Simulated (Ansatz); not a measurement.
# NaCl: a tetragonal deformation path

The task here is to estimate one member of a computed series from the others.

The COD cell was measured well above room temperature, so it is larger than a cold one.

Method: DFT PBE, scalar-relativistic, plane waves, PAW, in Ansatz 0.2.0.

**The starting structure**

Symmetry: Fm-3m, No. 225, cubic system. Conventional cell: a = 5.663 Å, b = 5.663 Å, c = 5.663 Å, α = 90.00°, β = 90.00°, γ = 90.00°. Na (site symmetry m-3m) is surrounded by 6 Cl at 2.83 Å. Cl (site symmetry m-3m) is surrounded by 6 Na at 2.83 Å.

Coordinates:

```cif
data_structure
_symmetry_space_group_name_H-M 'P 1'
_symmetry_Int_Tables_number 1
_cell_length_a 4.0047
_cell_length_b 4.0047
_cell_length_c 4.0047
_cell_angle_alpha 60.000
_cell_angle_beta 60.000
_cell_angle_gamma 60.000
_cell_volume 45.41
loop_
_atom_site_label
_atom_site_type_symbol
_atom_site_fract_x
_atom_site_fract_y
_atom_site_fract_z
_atom_site_occupancy
Na1 Na 0.00000 0.00000 0.00000 1
Cl1 Cl 0.50000 0.50000 0.50000 1
```

The cell is taken as given, not relaxed at this level.

The first run:

File input.yaml:

```yaml
crystal:
  lattice:
    - [0.0, 2.83175, 2.83175]
    - [2.83175, 0.0, 2.83175]
    - [2.83175, 2.83175, 0.0]
  atoms:
    - { symbol: Na, position: [0.0, 0.0, 0.0] }
    - { symbol: Cl, position: [0.5, 0.5, 0.5] }
basis:
  ecutwfc: 420
kpoints:
  mp_grid: { grid: [8, 8, 8] }
hamiltonian:
  xc: pbe
scf:
  occupations: { method: gaussian, width: 0.05 }
output:
  forces: true
  stress: true
  eigenvalues: true
```

Started as:

```console
$ ansatz run input.yaml --threads 1 --pin off --max-ram 2560MiB --backend cpu --events-out ev --progress --plain --runs-dir out
```

Steps of the session up to this table: Zero of the scan; At ρ = 0.707; Point ρ = 1.414; ρ = 0.850; Point ρ = 1.200; Point ρ = 0.780; At ρ = 1.300; At ρ = 0.920; At ρ = 1.100; At ρ = 0.650; ρ = 1.500; Point ρ = 0.960; ρ = 1.050.

One of the session's tables, all rows but one given; the rest of the session is left out.

It belongs to the step «The scan collected». Collected from the runs (energy zero: the undisturbed cell):

| ρ | ΔE (meV/atom) | pressure (GPa) | gap on the mesh (eV) |
| --- | --- | --- | --- |
| 0.650 | 773.1 | 17.9 | 5.00 |
| 0.707 | 416.3 | 10.7 | 5.02 |
| 0.780 | ? | ? | ? |
| 0.850 | 62.8 | 2.3 | 5.03 |
| 0.920 | 14.4 | 0.9 | 5.04 |
| 0.960 | 3.2 | 0.5 | 5.05 |
| 1.000 | 0.0 | 0.4 | 5.06 |
| 1.050 | 4.2 | 0.6 | 5.04 |
| 1.100 | 15.2 | 1.0 | 5.04 |
| 1.200 | 53.1 | 2.3 | 5.10 |
| 1.300 | 108.4 | 4.2 | 5.11 |
| 1.414 | 191.7 | 6.9 | 5.09 |
| 1.500 | 269.1 | 9.2 | 5.04 |

Q: Estimate the row for ρ = 0.780 from the others.

Worked estimate for «ΔE (meV/atom)». A straight line through the neighbours (0.707, 416.3) and (0.850, 62.8) gives 416.3 + (62.8 − 416.3) × (0.780 − 0.707) / (0.850 − 0.707) = 235.8; a parabola fitted to 4 rows on both sides gives 171.7.

**Answer.** ΔE (meV/atom): 173.6; pressure (GPa): 5.2; gap on the mesh (eV): 5.02. In «ΔE (meV/atom)» the line misses by +62.2 and the parabola by -1.9.
